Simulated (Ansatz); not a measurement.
Crystal: ZnS.

```xyz
2
Lattice="0.0000 2.7020 2.7020 2.7020 0.0000 2.7020 2.7020 2.7020 0.0000" Properties=species:S:1:pos:R:3 pbc="T T T"
Zn    4.0530    4.0530    4.0530
S     0.0000    0.0000    0.0000
```

* Program: Ansatz 0.2.0
* Task: relaxation of cell and atoms
* Functional: PBEsol
* Dispersion: D4
* Potentials or basis: all-electron LAPW, scalar-relativistic
* Basis error allowed: 0.001 eV/atom
* k mesh: 9 × 9 × 9
* Occupations: fermi-dirac, width 0.05 eV
* Spin: no spin polarisation

At the start: volume 19.73 Å³/atom.

Q: How do energy, volume and symmetry change on relaxing?

A: Over 5 steps the energy falls by 9.3 meV/atom and the volume is 18.87 Å³/atom (-4.3 %); space group F-43m (No. 216, to 0.05 Å).

Step by step:
```csv
step,energy change (eV),largest force (eV/Å),volume (Å³)
1,0.0000,0.0000,39.45
2,-0.0152,0.0000,38.45
3,-0.0185,0.0000,37.68
4,-0.0185,0.0000,37.74
5,-0.0185,0.0000,37.74
```

Final structure:
```yaml
crystal:
  lattice:
    - [0.00000, 2.66229, 2.66229]
    - [2.66229, 0.00000, 2.66229]
    - [2.66229, 2.66229, 0.00000]
  atoms:
    - { symbol: Zn, position: [0.75000, 0.75000, 0.75000] }
    - { symbol: S, position: [0.00000, 0.00000, 0.00000] }
```
